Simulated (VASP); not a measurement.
The system is Ca.

```
Ca
1.0
    -2.24000    2.24000    2.24000
     2.24000   -2.24000    2.24000
     2.24000    2.24000   -2.24000
Ca
1
Direct
  0.00000 0.00000 0.00000
```

This isn't the form of Ca at room conditions, which is fcc.

```yaml
Program: VASP 6.6.1
Task: relaxation of cell and atoms
Functional: PBE
Potentials_or_basis: VASP PAW PBE potentials, release 64 (Ca_sv)
Cutoff: 600 eV
k_mesh: 8 × 8 × 8
Occupations: fermi-dirac, width 0.05 eV
Spin: no spin polarisation
```

At the start: pressure -1.0 GPa; volume 44.96 Å³/atom.

Task: Where does the relaxation end?

Result: Over 3 steps the energy falls by 8.3 meV/atom and the volume is 42.19 Å³/atom (-6.2 %); space group Im-3m (No. 229, to 0.05 Å).

Step by step:
```
step  energy change (eV)  largest force (eV/Å)  pressure (GPa)  volume (Å³)
   1              0.0000                0.0000           -0.96        44.96
   2             -0.0072                0.0000           -0.37        43.23
   3             -0.0083                0.0000            0.02        42.19
```

Final structure:
```
Ca
1.0
    -2.19298    2.19298    2.19298
     2.19298   -2.19298    2.19298
     2.19298    2.19298   -2.19298
Ca
1
Direct
  0.00000 0.00000 0.00000
```
